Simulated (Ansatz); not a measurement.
# Conductance of Nb and Y atomic chains as one bond is drawn from contact to tunnelling (PBE, with revPBE for Nb)

A perfect Nb chain carries six conductance quanta, yet drawing one bond out does not lower the conductance at a constant rate. I want to see how far the bond must open before such a contact works as a switch.

My brief is a two-position mechanical switch. The closed position is a stretch of 0.3 Å, with at most 4 kΩ. The open position must show at least 40 kΩ. Among the tabled positions I take the shortest throw that meets both limits, and I settle ties by the lower closed resistance. The calculated quantity is the zero-bias conductance at 300 K through the drawn bond, in G₀ for both spins, and its share is counted against the perfect chain of the same metal and functional. The junctions are hypothetical model structures, so the brief ranks models and not finished devices.

## How the numbers were made

Linear chains of Nb (PBE), Nb (revPBE), Y (PBE). The period of each perfect chain was relaxed first; a cell of 12 atoms then had one bond changed by a set amount with all other bonds held at the relaxed length, and nothing was relaxed again. Plane-wave density functional theory with Ansatz 0.2.0, PAW datasets, scalar-relativistic unless a column says otherwise. The chain runs along z in a box of 7.5 x 7.5 angstrom across, with one k point across; along the chain the number of k points times the cell length is 80 to 157 angstrom. Fermi-Dirac occupations of width 0.05 eV. The functional is named with each chain. Wave cutoff 420 eV (PBE), 420 eV (revPBE). Transmission by matching layers to semi-infinite perfect chains at zero bias, energy step 0.035 eV. Nb (PBE): relaxed bond 2.300 angstrom, perfect chain 6.00 G0, no spin polarisation (starting moments died in the relaxation); Nb (revPBE): relaxed bond 2.325 angstrom, perfect chain 6.00 G0, no spin polarisation (starting moments died in the relaxation); Y (PBE): relaxed bond 2.988 angstrom, perfect chain 4.00 G0, no spin polarisation (starting moments died in the relaxation).

- bond stretch (Å): lengthening of the one bond over the relaxed bond of the perfect chain.
- bond length (Å): length of the drawn bond.
- error estimate (%): largest term of the program's own error estimate for this conductance.
- conductance (G₀): zero-bias conductance through the drawn bond at 300 K, both spins, G0 = 2e^2/h.
- share of perfect: conductance over that of the perfect chain at the same level.

Input lines of one member:

```
crystal:
  lattice:
    - [7.5, 0.0, 0.0]
    - [0.0, 7.5, 0.0]
    - [0.0, 0.0, 28.7975]
  atoms:
    - { symbol: Nb, position: [0.5, 0.5, 0.0] }
    - { symbol: Nb, position: [0.5, 0.5, 0.0799] }
    # ... 10 more atoms
kpoints:
  mp_grid: { grid: [1, 1, 5] }
scf:
  occupations: { method: fermi_dirac, width: 0.05 }
hamiltonian:
  xc: pbe
output:
  transmission:
    e_range: [-2, 2]
    de: 0.035
    kmesh: [1, 1]
    reduced_basis: true
    leads: [[11, 0]]
```

Command (options for logging and memory left out): `ansatz run input.yaml --threads 4`

## Table of results

| member | chain | bond stretch (Å) | bond length (Å) | error estimate (%) | conductance (G₀) | share of perfect |
| --- | --- | --- | --- | --- | --- | --- |
| stretch −0.2 | Nb (PBE) | −0.2 | 2.10 | 0 | 5.7301 | 0.9550 |
| stretch 0.3 | Nb (PBE) | 0.3 | 2.60 | 0 | 5.4014 | 0.9002 |
| stretch 0.7 | Nb (PBE) | 0.7 | 3.00 | 1 | 3.5661 | 0.5944 |
| stretch 1.2 | Nb (PBE) | 1.2 | 3.50 | 2 | 1.8383 | 0.3064 |
| stretch 1.8 | Nb (PBE) | 1.8 | 4.10 | 1 | 1.1281 | 0.1880 |
| stretch 2.5 | Nb (PBE) | 2.5 | 4.80 | 2 | 0.6878 | 0.1146 |
| stretch 3.3 | Nb (PBE) | 3.3 | 5.60 | 4 | 0.2620 | 0.04367 |
| stretch 4.2 | Nb (PBE) | 4.2 | 6.50 | 6 | 0.0599 | 0.00998 |
| stretch −0.2 | Nb (revPBE) | −0.2 | 2.13 | 0 | 5.7257 | 0.9543 |
| stretch 0.3 | Nb (revPBE) | 0.3 | 2.63 | 0 | 5.3911 | 0.8985 |
| stretch 0.7 | Nb (revPBE) | 0.7 | 3.03 | 1 | 3.5411 | 0.5902 |
| stretch 1.2 | Nb (revPBE) | 1.2 | 3.53 | 1 | 1.8261 | 0.3043 |
| stretch 1.8 | Nb (revPBE) | 1.8 | 4.13 | 1 | 1.1206 | 0.1868 |
| stretch 2.5 | Nb (revPBE) | 2.5 | 4.83 | 2 | 0.6680 | 0.1113 |
| stretch 3.3 | Nb (revPBE) | 3.3 | 5.63 | 3 | 0.2379 | 0.03966 |
| stretch 4.2 | Nb (revPBE) | 4.2 | 6.53 | 4 | 0.0520 | 0.00867 |
| stretch −0.2 | Y (PBE) | −0.2 | 2.79 | 0 | 3.8973 | 0.9743 |
| stretch 0.3 | Y (PBE) | 0.3 | 3.29 | 0 | 3.7743 | 0.9436 |
| stretch 0.7 | Y (PBE) | 0.7 | 3.69 | 1 | 2.9550 | 0.7388 |
| stretch 1.2 | Y (PBE) | 1.2 | 4.19 | 2 | 1.8557 | 0.4639 |
| stretch 1.8 | Y (PBE) | 1.8 | 4.79 | 5 | 1.0549 | 0.2637 |
| stretch 2.5 | Y (PBE) | 2.5 | 5.49 | 11 | 0.5297 | 0.1324 |
| stretch 3.3 | Y (PBE) | 3.3 | 6.29 | 15 | 0.1946 | 0.04864 |
| stretch 4.2 | Y (PBE) | 4.2 | 7.19 | 17 | 0.0507 | 0.01267 |

## The trend and its physics

From a stretch of 0.3 Å to 4.2 Å the conductance falls by a factor of 5.4014 / 0.0599 = 90 in Nb (PBE) and 3.7743 / 0.0507 = 74 in Y. The fall starts gently. At 0.3 Å Nb keeps 0.90 of its perfect value and Y keeps 0.94, and shortening the bond by 0.2 Å also costs a few per cent, because a bond that is too strong reflects electrons as well.

The simplest model with this behaviour is a chain with one orbital per atom and a half-filled band, in which the coupling across the drawn bond changes as exp(−κs) with stretch s. Its transmission is 1/cosh²(κs), which is flat near s = 0 and falls as 4 exp(−2κs) far out. Solving for κ row by row gives about 1.1 per Å for Nb (PBE) up to 0.7 Å, and about 0.7 per Å at 2.5 Å and beyond. For Y it goes from about 0.8 to about 0.7 per Å.

Within this model, κ would stay constant if every channel decayed alike. Its drop in Nb fits a picture in which d channels with sideways lobes close first and leave a σ channel of s and d(z²) character, which reaches farther along the axis. The table gives only the total conductance, so this assignment rests on orbital shape.

Y shows the larger share at every tabled stretch, though at 3.3 Å its lead is within its error estimate. Its lower nuclear charge leaves the d orbitals more extended, which would soften the early loss.

The last interval is not yet vacuum tunnelling. In Nb (PBE) the slope is ln(0.2620 / 0.0599) / 0.9 = 1.6 per Å, whereas β = 1.025 √(φ/eV) gives about 2 per Å for a barrier of roughly 4 eV, a common size for metals. The overlapping potential tails of the two ends probably still hold the barrier down.

## Where the trend breaks

Nb has a shoulder. Its logarithmic slope is 1.3 per Å between 0.7 and 1.2 Å, drops to 0.7 between 1.8 and 2.5 Å, and rises to 1.6 in the last interval. The error estimates of 1 to 6% in these rows are too small to produce this, and revPBE repeats it. With the total near 1 G₀ at 1.8 Å, one σ channel that is still mostly open would explain it.

The far Y rows deserve less trust, since their error estimates are 11, 15 and 17% from 2.5 Å on. At 4.2 Å the difference between Y and Nb (PBE) is about as large as that error, so I do not rank them there.

All rows carry the program's warning about a rough exchange-correlation potential in thin density, which matters most at wide gaps. Coupling to the neighbouring chains 7.5 Å away, sampled with one k point across, may also add conductance there.

## Meeting the brief

I convert with R = 1/(G × 77.5 µS), which is 12.9 kΩ divided by the conductance in G₀.

In the closed position Nb (PBE) gives 12.9 / 5.4014 = 2.39 kΩ, Nb (revPBE) gives 12.9 / 5.3911 = 2.39 kΩ and Y gives 12.9 / 3.7743 = 3.42 kΩ. All three meet the 4 kΩ limit.

For the open position, the rows at 2.5 Å reach only 12.9 / 0.6878 = 18.8 kΩ for Nb (PBE), 12.9 / 0.6680 = 19.3 kΩ for Nb (revPBE) and 12.9 / 0.5297 = 24.4 kΩ for Y. They fail, and so do the shorter stretches, which conduct better. At 3.3 Å the values are 12.9 / 0.2620 = 49.2 kΩ, 12.9 / 0.2379 = 54.2 kΩ and 12.9 / 0.1946 = 66.3 kΩ, so all three pass with a throw of 3.3 − 0.3 = 3.0 Å. The rows at 4.2 Å pass as well but need a longer throw.

Next I let the error estimate act against each candidate. Nb (PBE) with 4% more conductance still has about 47 kΩ, and Y with 15% more has about 58 kΩ. The change of functional lowers the open conductance of Nb by 9%, which moves it away from the limit. Up to about 4 percentage points of this can come from the revPBE bond, which is 2.325 − 2.300 = 0.025 Å longer.

The pick is **Nb**, opened to 3.3 Å, because its closed resistance is the lower one at equal throw. I compare it with Y at PBE only, and the two functionals count as one material. Y is the runner-up. The advantage of Nb comes mainly from six open channels against four, which a small error in the gap does not touch.

The open state is the weak side of the choice. Nb fails once its true conductance there exceeds the PBE value by a factor of 49.2 / 40 = 1.23, while Y can bear 66.3 / 40 = 1.66. An error between these factors, common to both metals, would hand the brief to Y. Magnetic moments on the dangling end atoms, which these runs cannot show, could also shift the two metals by different amounts.

## Closing remarks

Between 0.3 and 4.2 Å of stretch a single exponential does not describe these chains. The number of open channels sets the closed state, and the channel that decays most slowly probably sets the open one.

Two omitted effects can exceed the factor of 0.2620 / 0.1946 = 1.35 between Nb and Y at 3.3 Å in PBE. The missing image potential would lower the barrier. The slope of 1.6 per Å in the last Nb interval corresponds, through the formula for β, to an effective barrier of about 2.4 eV. If the image potential took this down to an assumed 1.9 eV, the conductance would rise by exp(1.025 × (√2.4 − √1.9) × 3.3), a factor of about 1.8. If Y responded by the same factor, both metals would miss the brief at this position. Relaxation of the end atoms probably acts the other way. Around 3.3 Å the logarithmic slope of Nb (PBE) is about 1.4 per Å, the mean of the intervals on either side. If the gap widened by an assumed 0.4 Å in total, the conductance would fall to about exp(−1.4 × 0.4) = 0.57 of its value.

[Logs are printed without paths, hosts, clocks, repeated set-up lines and the standing remarks that a program may print on its own settings, such as how far it seeks lower states.]

[On method and selection: Spin-orbit coupling is left out. Runs that did not converge, have known faults or may not be shown are not listed, and runs on Ansatz's PAW sets soft_1 and soft_2 are kept to separate tables. Runs whose transmission exceeds the number of channels of the lead are not listed.]
